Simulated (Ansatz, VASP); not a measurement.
# TaN in VASP and in Ansatz

Contents of INCAR:

```
ALGO = Normal
EDIFF = 1E-7
ENCUT = 520
GGA = PE
ISIF = 2
ISMEAR = -1
LASPH = T
LCHARG = F
LREAL = F
LWAVE = F
NBANDS = 15
NELM = 80
PREC = Accurate
SIGMA = 0.02
```

The input KPOINTS:

```
k-points
0
Gamma
  12 12 10
```

POSCAR

```
TaN
1.0
    2.9673788470      0.0000000000      0.0000000000
   -1.4836894235      2.5698254642      0.0000000000
    0.0000000000      0.0000000000      2.8830000000
Ta N
1 1
Direct
    0.3333333333      0.6666666667      0.5000000000
    0.0000000000      0.0000000000      0.0000000000
```

Input for Ansatz:

```yaml
crystal:
  lattice:
    - [2.967378847, 0.0, 0.0]
    - [-1.4836894235, 2.5698254642, 0.0]
    - [0.0, 0.0, 2.883]
  atoms:
    - { symbol: Ta, position: [0.3333333333, 0.6666666667, 0.5] }
    - { symbol: "N", position: [0.0, 0.0, 0.0] }
kpoints:
  mp_grid: { grid: [12, 12, 10] }
  band_path:
    path:
      - [0.0, 0.0, 0.0]
      - [0.5, 0.0, 0.0]
      - [0.3333333333, 0.3333333333, 0.0]
      - [0.0, 0.0, 0.0]
      - [0.0, 0.0, 0.5]
      - [0.5, 0.0, 0.5]
      - [0.3333333333, 0.3333333333, 0.5]
      - [0.0, 0.0, 0.5]
      - [0.5, 0.0, 0.5]
    npoints: 5
scf:
  occupations: { method: fermi_dirac, width: 0.02 }
hamiltonian:
  xc: pbe
  pseudopotentials: { kind: all_electron, lapw: { basis_error: 0.0005 } }
output:
  forces: true
  stress: true
  eigenvalues: true
```

Change from the starting cell: equal xx and yy strain of +1 %.

Alike in both runs: task single point; functional PBE; k mesh 12 × 12 × 10; occupations fermi-dirac, width 0.02 eV; no spin polarisation.

```csv
,VASP,Ansatz
version,VASP 6.6.1,Ansatz 0.2.0
potentials or method,"VASP PAW PBE potentials, release 64 (Ta_pv, N)","all-electron LAPW, scalar-relativistic"
plane-wave cutoff (eV),520,see its input
```

Ansatz gave:

```
pressure (GPa)                                  : -1.7
largest component of the traceless stress (GPa) : 4.31
```

Task: Which values does VASP return?

Result: Pressure (GPa): -1.2; largest component of the traceless stress (GPa): 4.41.

Ansatz ran all-electron here, so the differences hold the error of VASP's frozen core and of both bases.

Spin-orbit coupling is left out, which matters for the levels of Ta.
